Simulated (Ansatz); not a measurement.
Wurtzite AlN, relaxed with r2SCAN: space group P6_3mc (No. 186), hexagonal; a = 3.107 Å, c = 4.979 Å in the conventional setting, 10.40 Å³ an atom. Around Al lie 4 N at 1.89–1.90 Å; around N lie 4 Al at 1.89–1.90 Å. One-shot G0W0@PBE in Ansatz 0.2.0 on a 6×6×4 mesh (contour deformation, no spin-orbit coupling), from a PBE gap of 4.232 eV over the mesh points (the G0W0 gap is direct on the mesh); the number N of bands summed and the screening cutoff rise together. The values are computed, spin-unpolarised, and not measurements.

```tsv
N	cutoff (eV)	1000/N	G0W0 gap (eV)
75	80	13.333	5.666
164	140	6.098	5.876
```

Question: Lay a straight line in 1000/N through these rows.

Answer: The slope is -0.0290 eV per unit of 1000/N and the intercept 6.053 eV.

Question: Predict the gap at N = 295 (210 eV).

Answer: 6.053 + (-0.0290) × 3.390 = 5.955 eV; the run gives 5.943 eV, -0.012 eV from the line.

Question: With that run's result added, what limit do the last two rows suggest?

Answer: Their slope is (5.943 − 5.876)/(3.390 − 6.098) = -0.0247, which meets 1/N = 0 at 6.03 eV, against 6.053 eV from the first line. The slope flattens, so the first line overshoots; the k mesh isn't extrapolated.
